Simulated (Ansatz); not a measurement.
# Random displacements in ZnS

These are results of Ansatz 0.2.0, DFT PBE, scalar-relativistic, plane waves, PAW, not measurements. Settings: plane waves to 420 eV, k-mesh 6×6×6 (Γ-centred), Gaussian smearing 0.05 eV. No spin polarisation. Energies are free energies at this smearing, counted from the undisturbed cell; pressure is positive in compression.

The undisturbed cell (as given, not relaxed at this level):

```yaml
crystal:
  lattice:
    - [5.40930, 0.00000, 0.00000]
    - [0.00000, -5.40930, 0.00000]
    - [0.00000, 0.00000, -5.40930]
  atoms:
    - { symbol: Zn, position: [0.00000, 0.50000, 0.50000] }
    - { symbol: Zn, position: [0.50000, 0.00000, 0.50000] }
    - { symbol: Zn, position: [0.50000, 0.50000, 0.00000] }
    - { symbol: Zn, position: [0.00000, 0.00000, 0.00000] }
    - { symbol: S, position: [0.75000, 0.75000, 0.75000] }
    - { symbol: S, position: [0.25000, 0.25000, 0.75000] }
    - { symbol: S, position: [0.25000, 0.75000, 0.25000] }
    - { symbol: S, position: [0.75000, 0.25000, 0.25000] }
```

The atoms are displaced (Å, in the unstrained cell):

| atom | ux | uy | uz |
| --- | --- | --- | --- |
| Zn1 | -0.128 | -0.062 | -0.260 |
| Zn2 | -0.003 | 0.026 | 0.093 |
| Zn3 | 0.149 | 0.045 | 0.058 |
| Zn4 | -0.091 | 0.065 | -0.084 |
| S5 | 0.099 | -0.265 | -0.170 |
| S6 | -0.009 | 0.141 | 0.022 |
| S7 | -0.242 | 0.110 | 0.357 |
| S8 | 0.224 | -0.061 | -0.016 |

The cell is not strained.

Question: What are the energy change, the stress and the forces?

Answer: ΔE = 261.6 meV/atom; stress (xx, yy, zz, yz, xz, xy; compression positive) (4.46, 5.10, 4.39, 1.30, -3.72, 1.17) GPa; gap on the mesh 1.65 eV.
```csv
atom,Fx (eV/Å),Fy,Fz
Zn1,0.95,0.02,0.47
Zn2,-0.24,0.03,0.49
Zn3,-0.61,0.08,-0.03
Zn4,1.53,-3.40,-0.80
S5,-3.31,2.80,3.52
S6,0.43,-1.04,0.08
S7,3.02,1.78,-3.18
S8,-1.77,-0.27,-0.56
```

Cost: 1 run of about 1.1 core-minutes, on Intel Xeon Platinum 8259CL (Skylake/Cascade Lake) (shared hosts).